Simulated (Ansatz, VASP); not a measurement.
## ZnSe in VASP and in Ansatz

```
Zn Se
1.0
     2.72808    2.72808    0.00000
    -2.72808    2.72808    0.00000
     0.00000    2.72808    2.84971
Zn Se
1 1
Cartesian
  0.0000 0.0000 0.0000
  1.3640 4.0921 1.4249
```

Change from the starting cell: in-plane strain -0.02, out-of-plane length and atoms relaxed by PAW.

Alike in both runs: functional LDA; k mesh 8 × 8 × 8; no spin polarisation.

Ansatz relaxed the structure, and its values are those at the end. VASP's run is a single point on that final structure, the one shown.

```csv
,VASP,Ansatz
version,VASP 6.6.1,Ansatz 0.2.0
potentials or method,"VASP PAW LDA potentials, release 64 (Zn, Se)","PAW with Ansatz's default frozen-core files, scalar-relativistic"
plane-wave cutoff (eV),520,420
occupations,"gaussian, width 0.01 eV",fixed
valence electrons in the cell,18,28
```

```tsv
	VASP	Ansatz	Ansatz less VASP
gap on the k mesh at the Fermi level (eV)	1.29	1.25	-0.041
pressure (GPa)	1.6	1.2	-0.39
```

The two sets of potentials don't hold the same shells in valence.
